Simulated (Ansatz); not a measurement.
# C: equation of state with PBEsol

C, a slab with vacuum:

```xyz
2
Lattice="2.4562 0.0000 0.0000 -1.2281 2.1271 0.0000 0.0000 0.0000 8.5238" Properties=species:S:1:pos:R:3 pbc="T T T"
C     1.2281    0.7090    0.0000
C     0.0000    1.4181    0.0000
```

| Property | Result |
| --- | --- |
| Program | Ansatz 0.2.0 |
| Task | equation of state |
| Functional | PBEsol |
| Potentials or basis | Ansatz PAW |
| Cutoff | 420 eV |
| Density cutoff | 1680 eV |
| k mesh | 12 × 12 × 3 |
| Occupations | fermi-dirac, width 0.05 eV |
| Spin | no spin polarisation |

```yaml
Equilibrium_volume: 22.34 Å³/atom
Bulk_modulus_at_fixed_shape_and_positions: 110 GPa
Pressure_derivative_of_the_bulk_modulus: 3.6
```

Energy against volume, from the lowest point:
```
volume (Å³/atom)  energy (meV/atom)
          20.930              33.79
          21.376              15.30
          21.821               4.23
          22.266               0.00
          22.712               1.98
          23.157               9.62
          23.602              22.40
```

All runs of the series together: 11 s on 2 threads of Intel(R) Xeon(R) Processor @ 2.50GHz (Skylake/Cascade Lake), with other jobs on the host.

Caveat: the cell was scaled at fixed shape and fractional positions, which overstates the stiffness of a crystal with free parameters, most of all of layers and chains.
